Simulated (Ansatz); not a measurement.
# SnO2: equation of state with LDA

Crystal: SnO2.

```
CELL_PARAMETERS angstrom
1.61709 0.93363 4.80059
-1.61709 0.93363 4.80059
0.00000 -1.86726 4.80059
ATOMIC_POSITIONS crystal
Sn 0.50000 0.50000 0.50000
O 0.76283 0.76283 0.76283
O 0.23717 0.23717 0.23717
```

Measurements of this composition are mostly on another form, of space group No. 136.

| Quantity | Value |
| --- | --- |
| Program | Ansatz 0.2.0 |
| Task | equation of state |
| Functional | LDA |
| Potentials or basis | all-electron LAPW, scalar-relativistic |
| Basis error allowed | 0.002 eV/atom |
| k mesh | 10 × 10 × 10 |
| Occupations | fermi-dirac, width 0.05 eV |
| Spin | no spin polarisation |

```json
{"Equilibrium volume": "13.62 Å³/atom (rough: see the caveat)", "Bulk modulus at fixed shape and positions": "169 GPa (rough)"}
```

Energy against volume, from the lowest point:
```tsv
volume (Å³/atom)	energy (meV/atom)
13.626	0.00
13.916	3.34
14.206	12.41
14.496	26.55
14.785	45.17
15.075	67.75
15.365	93.82
```

All runs of the series together: 3.2 min on 2 threads of Arm Neoverse V1, on a shared host.

Caveat: the minimum lies outside the volumes run; the cell was scaled at fixed shape and fractional positions, which overstates the stiffness of a crystal with free parameters, most of all of layers and chains.
